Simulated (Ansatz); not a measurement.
# One structure, 3 elements: BaO, BaS, BaTe

Plane-wave DFT in Ansatz with scalar-relativistic PAW potentials, cutoff 420 eV, Γ-centred meshes chosen by cell and gap, Gaussian smearing with energies taken to zero width. Every cell was relaxed (cell and atoms) in a run of its own, within the symmetry of its start. Functional: PBEsol.

All members share space group Fm-3m and the same sites; only the element on one set of sites changes (O, S, Te). Members needn't be the stable form of their composition. Energies over the elements, where given, are against the elements' standard states in the same functional (H₂, N₂, O₂ and halogens uncorrected, Hg as a solid). The first member:

Space group Fm-3m (No. 225). a = 5.490 Å, b = 5.490 Å, c = 5.490 Å, α = 90.00°, β = 90.00°, γ = 90.00°
```csv
atom,site,symmetry,x,y,z
Ba,4a,m-3m,0.0000,0.0000,0.0000
O,4b,m-3m,0.5000,0.0000,0.0000
```

| compound | V (Å³/atom) | a (Å) | gap on mesh (eV) | energy over elements (eV/atom) |
| --- | --- | --- | --- | --- |
| BaO | 20.69 | 5.490 | 1.84 | -2.598 |
| BaTe | 41.79 | 6.940 | 1.46 | -1.794 |

Predict the member with S.

V (Å³/atom) 31.73, a (Å) 6.332, gap on mesh (eV) 2.04, energy over elements (eV/atom) -2.149. Interpolating linearly in period between O and Te would give 27.72 Å³/atom (12.6 % too small) and a gap of 1.71 eV, with -2.330 eV/atom over the elements. Over the whole series the volume grows at each step down the group; the gap has no steady trend; binding against the elements weakens. Less electronegative, larger anions gain less from charge transfer and lattice energy, in line with the weaker binding.

Spin-orbit coupling is left out, which matters for the bands of heavy elements.